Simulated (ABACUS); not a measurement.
# AlN (P6_3mc) in ABACUS: reference runs

Aim: a first look at AlN with PBEsol, on the cell as given.

Everything below comes from runs of ABACUS 3.10.1. Logs are shortened: lines on timing, memory, paths and dates and some standing lists are left out, and cuts for length are marked.

**Measured values to compare with.**

From “Structural and optical properties of self-assembled AlN nanowires grown on SiO2/Si substrates by molecular beam epitaxy”, 2024, arxiv:2402.00216, for a bulk crystal of AlN at 0 K: band gap 6.0343 eV (an exciton energy, a little under the gap).

The results are compared with them further down.

### 1 The structure

It takes space group P6_3mc (No. 186, hexagonal). The conventional cell has a = 3.113 Å, b = 3.113 Å, c = 4.981 Å, α = 90.00°, β = 90.00°, γ = 120.00°. Around Al (site symmetry 3m) lie 4 N at 1.89 Å. N (site symmetry 3m) has 4 Al at 1.89 Å as nearest neighbours.

### 2 Single point, PBEsol

The input, INPUT:

```
INPUT_PARAMETERS
suffix              AlN
calculation         scf
basis_type          pw
pseudo_dir          ./
symmetry            1
dft_functional      pbesol
ecutwfc             84
pseudo_rcut         7
nspin               1
nbands              12
ks_solver           dav
smearing_method     fd
smearing_sigma      0.00367493
scf_thr             1e-08
scf_nmax            100
mixing_type         broyden
mixing_beta         0.7
cal_force           1
cal_stress          1
out_chg             1
out_pot             2
out_elf             1
```

The input, STRU:

```
ATOMIC_SPECIES
Al 26.9815 Al.upf
N 14.0070 N.upf

LATTICE_CONSTANT
1.8897261246

LATTICE_VECTORS
3.1130000000 0.0000000000 0.0000000000
-1.5565000000 2.6959370820 0.0000000000
0.0000000000 0.0000000000 4.9810000000

ATOMIC_POSITIONS
Direct

Al
0.0
2
0.6666666667 0.3333333333 0.5000000000 1 1 1
0.3333333333 0.6666666667 0.0000000000 1 1 1

N
0.0
2
0.6666666667 0.3333333333 0.8800000000 1 1 1
0.3333333333 0.6666666667 0.3800000000 1 1 1
```

The input, KPT:

```
K_POINTS
0
Gamma
10 10 6 0 0 0
```

Potentials or basis: PseudoDojo NC SR 0.4.1 PBEsol standard, plane waves.

The run is started by

```console
> OMP_NUM_THREADS=1 mpirun -np 4 abacus > log
```

running log:

```text
ABACUS v3.10.1

               Atomic-orbital Based Ab-initio Computation at UStc

 ------------------------------------------------------------------------------------

 READING GENERAL INFORMATION
                           global_out_dir = OUT.AlN/
                           global_in_card = INPUT
                               pseudo_dir = ./
                              orbital_dir =
                                    DSIZE = 4
                                    GSIZE = 1

 READING UNITCELL INFORMATION
                                    ntype = 2
                  lattice constant (Bohr) = 1.88973
              lattice constant (Angstrom) = 1

 READING ATOM TYPE 1
                               atom label = Al
                      L=0, number of zeta = 1
                      L=1, number of zeta = 1
                      L=2, number of zeta = 1
             number of atom for this type = 2

 READING ATOM TYPE 2
                               atom label = N
                      L=0, number of zeta = 1
                      L=1, number of zeta = 1
                      L=2, number of zeta = 1
             number of atom for this type = 2

                        TOTAL ATOM NUMBER = 4
DIRECT COORDINATES
    atom                   x                   y                   z     mag                  vx                  vy                  vz
taud_Al1            0.6666666667        0.3333333333        0.5000000000  0.0000        0.0000000000        0.0000000000        0.0000000000
taud_Al2            0.3333333333        0.6666666667        0.0000000000  0.0000        0.0000000000        0.0000000000        0.0000000000
taud_N1            0.6666666667        0.3333333333        0.8800000000  0.0000        0.0000000000        0.0000000000        0.0000000000
taud_N2            0.3333333333        0.6666666667        0.3800000000  0.0000        0.0000000000        0.0000000000        0.0000000000

                          Volume (Bohr^3) = 282.099
                             Volume (A^3) = 41.8028

 Lattice vectors: (Cartesian coordinate: in unit of a_0)
               +3.113                  +0                  +0
              -1.5565            +2.69594                  +0
                   +0                  +0              +4.981
 Reciprocal vectors: (Cartesian coordinate: in unit of 2 pi/a_0)
            +0.321234           +0.185464                  -0
                   -0           +0.370929                  -0
[... 219 lines left out ...]
 Make real space PAO into reciprocal space.
       max mesh points in Pseudopotential = 701
     dq(describe PAO in reciprocal space) = 0.01
                                    max q = 1104

 number of pseudo atomic orbitals for Al is 2
WARNING: norm of atomic wavefunction # 1 of atomic type Al is 0.99922, renormalized
WARNING: norm of atomic wavefunction # 2 of atomic type Al is 0.98516, renormalized

 number of pseudo atomic orbitals for N is 2
WARNING: norm of atomic wavefunction # 2 of atomic type N is 0.999902, renormalized

 -------------------------------------------
 SELF-CONSISTENT
 -------------------------------------------
                                 init_chg = atomic

 PW ALGORITHM --------------- ION=   1  ELEC=   1--------------------------------

 Density error is 1.09471841489
                          Error Threshold = 0.01
----------------------------------------------------------
     Energy           Rydberg                 eV
----------------------------------------------------------
 E_KohnSham     -50.6598148172       -689.2621411390
 E_Harris       -46.0734234934       -626.8610858770
 E_Fermi        0.5600492840         7.6198614229
----------------------------------------------------------
[... 99 lines left out ...]
 Density error is 6.42857559874e-09
                          Error Threshold = 7.89216734535e-11
----------------------------------------------------------
     Energy           Rydberg                 eV
----------------------------------------------------------
 E_KohnSham     -51.0598421395       -694.7047920777
 E_KS(sigma->0) -51.0598421395       -694.7047920777
 E_Harris       -51.0601821395       -694.7094180145
 E_band         2.0909603495         28.4489750456
 E_one_elec     -1.9732269527        -26.8471300039
 E_Hartree      11.2233423983        152.7014072221
 E_xc           -16.8235093007       -228.8955868458
 E_Ewald        -43.4864482844       -591.6634824502
 E_entropy(-TS) -0.0000000000        -0.0000000000
 E_descf        0.0000000000         0.0000000000
 E_exx          0.0000000000         0.0000000000
 E_Fermi        0.6084441714         8.2783076462
----------------------------------------------------------

 charge density convergence is achieved
 final etot is -694.70479208 eV
 EFERMI = 8.2783076462 eV
The vacuum level is 8.1603457145 eV

 STATE ENERGY(eV) AND OCCUPATIONS    NSPIN == 1
 1/56 kpoint (Cartesian) = 0.0000 0.0000 0.0000 (928 pws)
       1       -8.11981     0.00333333
       2       -5.93092     0.00333333
       3       0.967942     0.00333333
       4        6.17425     0.00333333
       5        6.17425     0.00333333
       6        6.83093     0.00333333
       7        6.83093     0.00333333
       8        7.01123     0.00333333
       9        11.1474    4.00518e-28
      10        13.5806    2.93685e-49
      11        17.4930    3.05819e-83
      12        18.0772    2.57592e-88
[... 57 lines left out ...]
 6/56 kpoint (Cartesian) = 0.16062 0.27820 0.0000 (956 pws)
       1       -6.12190      0.0100000
       2       -5.41585      0.0100000
       3        1.53233      0.0100000
       4        2.84252      0.0100000
       5        3.64300      0.0100000
       6        4.92747      0.0100000
       7        5.20993      0.0100000
       8        6.34807      0.0100000
       9        12.7046    3.57498e-41
      10        12.7100    3.21083e-41
      11        15.1155    4.10471e-62
      12        17.1996    3.24218e-80

[... levels at 50 further k points ...]

------------------------------------------------------------------------------------------
 TOTAL-FORCE (eV/Angstrom)
------------------------------------------------------------------------------------------
                       Al1         0.0000000000         0.0000000000        -0.1320253656
                       Al2         0.0000000000         0.0000000000        -0.1320253656
                        N1         0.0000000000         0.0000000000         0.1320253656
                        N2         0.0000000000         0.0000000000         0.1320253656
------------------------------------------------------------------------------------------

----------------------------------------------------------------
 TOTAL-STRESS (KBAR)
----------------------------------------------------------------
        -3.9201063029        -0.0000000000         0.0000000000
         0.0000000000        -3.9201063029         0.0000000000
         0.0000000000         0.0000000000        11.4526019524
----------------------------------------------------------------
 TOTAL-PRESSURE: 1.204130 KBAR

 --------------------------------------------
 !FINAL_ETOT_IS -694.7047920777345098 eV
 --------------------------------------------
```

stdout:

```text
ABACUS v3.10.1

               Atomic-orbital Based Ab-initio Computation at UStc

 UNIFORM GRID DIM        : 36 * 36 * 60
 UNIFORM GRID DIM(BIG)   : 36 * 36 * 60
[... 27 lines left out ...]
 DA9     -6.94704792e+02  -5.99429956e-07   1.2627e-08   0.73
 DA10    -6.94704792e+02  -5.08873207e-08   6.4286e-09   1.09
----------------------------------------------------------------
 TOTAL-STRESS (KBAR)
----------------------------------------------------------------
        -3.9201063029        -0.0000000000         0.0000000000
         0.0000000000        -3.9201063029         0.0000000000
         0.0000000000         0.0000000000        11.4526019524
----------------------------------------------------------------
 TOTAL-PRESSURE: 1.204130 KBAR
```

Wall time 11 s (4 MPI ranks of Intel Xeon 6975P-C (Granite Rapids), shared host); peak memory 0.28 GiB.

What came out:

| Property | Result |
| --- | --- |
| Free energy | -694.7048 eV |
| Pressure | 0.1 GPa |
| Largest force | 0.132 eV/Å |
| Band gap on the k mesh | 4.14 eV, direct |

Forces in eV/Å, atoms in the order of the input:
```
Al   0.000  0.000 -0.132
Al   0.000  0.000 -0.132
N    0.000  0.000  0.132
N    0.000  0.000  0.132
```

Stress tensor (GPa, compression positive):
```
-0.39  0.00  0.00
 0.00 -0.39  0.00
 0.00  0.00  1.15
```

Levels at points of the mesh, in eV from the valence-band top:
| k point | band 4 | band 5 | band 6 | band 7 | band 8 | band 9 |
| --- | --- | --- | --- | --- | --- | --- |
| (0.00, 0.00, 0.00) | -0.84 | -0.84 | -0.18 | -0.18 | 0.00 | 4.14 |
| (0.50, 0.50, 0.00) | -4.17 | -3.37 | -2.08 | -1.80 | -0.66 | 5.69 |
| (0.00, 0.00, 0.50) | -3.35 | -0.52 | -0.52 | -0.52 | -0.52 | 6.38 |
| (0.50, 0.50, 0.50) | -5.63 | -1.45 | -1.45 | -1.37 | -1.37 | 5.20 |

Caveat: there are fewer bands than atomic start orbitals, so a level may be missed at k points of high symmetry.

### 3 Against experiment

Step 2. Against the measured gap of AlN, 6.0343 eV (an exciton energy, a little under the gap; 0 K; quoted in “Structural and optical properties of self-assembled AlN nanowires grown on SiO2/Si substrates by molecular beam epitaxy”, 2024, arxiv:2402.00216), the calculated 4.14 eV is off by -1.90 eV. 2 values of this kind are on record (6.034 to 6.0343 eV); this one was drawn at random. The value is that of PBEsol on a finite k mesh, which can miss the band edges, without temperature or zero-point motion. Semilocal functionals fall short of measured gaps as a rule.
